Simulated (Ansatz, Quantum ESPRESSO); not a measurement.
Given: the input of a run of Ansatz 0.2.0 on SnTe. 

Contents of input.yaml:

```yaml
crystal:
  lattice:
    - [0.0, 3.15085, 3.15085]
    - [3.15085, 0.0, 3.15085]
    - [3.15085, 3.15085, 0.0]
  atoms:
    - { symbol: Te, position: [0.5, 0.5, 0.5] }
    - { symbol: Sn, position: [0.0, 0.0, 0.0] }
kpoints:
  mp_grid: { grid: [7, 7, 7] }
scf:
  occupations: { method: fermi_dirac, width: 0.05 }
hamiltonian:
  xc: pbe
  pseudopotentials: { kind: all_electron, lapw: { basis_error: 0.001 } }
output:
  forces: true
  stress: true
  eigenvalues: true
  populations: true
```

Potentials or basis: all-electron LAPW, scalar-relativistic.

Command:

```console
$ ansatz run input.yaml --threads 1 --pin off --max-ram 3072MiB --backend cpu --events-out ev --progress --plain --runs-dir out
```

Problem. Set up the same calculation for Quantum ESPRESSO 7.5. Potentials or basis there: SSSP 1.3 efficiency PBE, cutoff 816 eV.

Solution. As run (cutoffs and basis follow the program's own potentials, and thresholds, step limits or extra output files can differ):

Contents of pw.in:

```
&CONTROL
  calculation = 'scf'
  prefix = 'pwscf'
  outdir = './tmp'
  pseudo_dir = './pseudo'
  tprnfor = .true.
  tstress = .true.
  disk_io = 'nowf'
/
&SYSTEM
  ibrav = 0
  nat = 2
  ntyp = 2
  ecutwfc = 60
  ecutrho = 480
  nbnd = 16
  occupations = 'smearing'
  smearing = 'fd'
  degauss = 0.00367493
/
&ELECTRONS
  conv_thr = 4d-10
  electron_maxstep = 120
  mixing_beta = 0.5
/
ATOMIC_SPECIES
Te   127.6000 Te_pbe_v1.uspp.F.UPF
Sn   118.7100 Sn_pbe_v1.uspp.F.UPF
CELL_PARAMETERS angstrom
   0.0000000000    3.1508500000    3.1508500000
   3.1508500000    0.0000000000    3.1508500000
   3.1508500000    3.1508500000    0.0000000000
ATOMIC_POSITIONS crystal
Te     0.5000000000    0.5000000000    0.5000000000
Sn     0.0000000000    0.0000000000    0.0000000000
K_POINTS automatic
7 7 7 0 0 0
```

Potentials or basis: SSSP 1.3 efficiency PBE.

The run is started by

```bash
$ OMP_NUM_THREADS=1 pw.x -in pw.in > pw.out
```

Both were run:

|  | Ansatz | Quantum ESPRESSO |
| --- | --- | --- |
| Pressure | 2.2 GPa | 2.1 GPa |

Where Ansatz's input types no cutoff or centring, it takes its own default and a Γ-centred mesh.

Pressure is positive in compression.
